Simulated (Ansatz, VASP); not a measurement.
One calculation of ZnS, two programs

POSCAR

```
ZnS
1.0
   -0.1293074470      2.6415664171      2.6415664171
    2.6415664171     -0.1293074470      2.6415664171
    2.6415664171      2.6415664171     -0.1293074470
Zn S
1 1
Direct
    0.0000000000      0.0000000000      0.0000000000
    0.7500000000      0.7500000000      0.7500000000
```

INCAR.step1

```
ALGO     = Normal         # electronic algorithm
EDIFF    = 1E-4           # SCF threshold, eV
ENCUT    = 520            # plane-wave cutoff, eV
GGA      = PE             # functional
ISMEAR   = 0              # smearing method
LASPH    = True           # aspherical terms in the spheres
LCHARG   = False          # write CHGCAR
LREAL    = False          # projectors in reciprocal space
LWAVE    = True           # write WAVECAR
NBANDS   = 16             # bands
NELM     = 100            # most SCF steps
PREC     = Accurate       # precision mode
SIGMA    = 0.05           # smearing width, eV
```

The input INCAR.step2:

```
ALGO     = Normal         # electronic algorithm
EDIFF    = 1E-6           # SCF threshold, eV
ENCUT    = 520            # plane-wave cutoff, eV
ISIF     = 2              # what is computed and relaxed
ISMEAR   = 0              # smearing method
ISTART   = 1            
LASPH    = True           # aspherical terms in the spheres
LCHARG   = False          # write CHGCAR
LMIXTAU  = True         
LREAL    = False          # projectors in reciprocal space
LWAVE    = False          # write WAVECAR
METAGGA  = R2SCAN         # meta-GGA
NBANDS   = 16             # bands
NELM     = 100            # most SCF steps
PREC     = Accurate       # precision mode
SIGMA    = 0.05           # smearing width, eV
```

The input KPOINTS:

```
k-points
0
Gamma
  8 8 8
```

Input for Ansatz:

```yaml
crystal:
  lattice:
    - [-0.129307447, 2.6415664171, 2.6415664171]
    - [2.6415664171, -0.129307447, 2.6415664171]
    - [2.6415664171, 2.6415664171, -0.129307447]
  atoms:
    - { symbol: Zn, position: [0.0, 0.0, 0.0] }
    - { symbol: S, position: [0.75, 0.75, 0.75] }
basis:
  ecutwfc: 500
kpoints:
  mp_grid: { grid: [8, 8, 8] }
hamiltonian:
  xc: r2scan
scf:
  occupations: { method: gaussian, width: 0.05 }
output:
  forces: true
  stress: true
  eigenvalues: true
```

Alike in both runs: task single point; functional r2SCAN; k mesh 8 × 8 × 8; occupations gaussian, width 0.05 eV; no spin polarisation.

|  | VASP | Ansatz |
| --- | --- | --- |
| version | VASP 6.6.1 | Ansatz 0.2.0 |
| potentials or method | VASP PAW PBE potentials, release 64 (Zn, S) | scalar-relativistic, plane waves, PAW |
| plane-wave cutoff (eV) | 520 | 500 |
| valence electrons in the cell | 18 | 18 |

```tsv
	VASP	Ansatz	Ansatz less VASP
gap on the k mesh at the Fermi level (eV)	2.46	2.45	-0.008
least direct gap on the mesh (eV)	2.46	2.45	-0.008
pressure (GPa)	-0.1	-0.2	-0.07
largest component of the traceless stress (GPa)	3.75	3.73	-0.021
rms of the force components (eV/Å)	0.353	0.351	-0.0025
```

Atom by atom the forces differ by 0.003 eV/Å (rms over components).

Caveats: the PAW data sets were made with another functional, which shifts forces and pressure a little (VASP). r2SCAN opens gaps a little over a GGA but as a rule still falls short of measured ones.
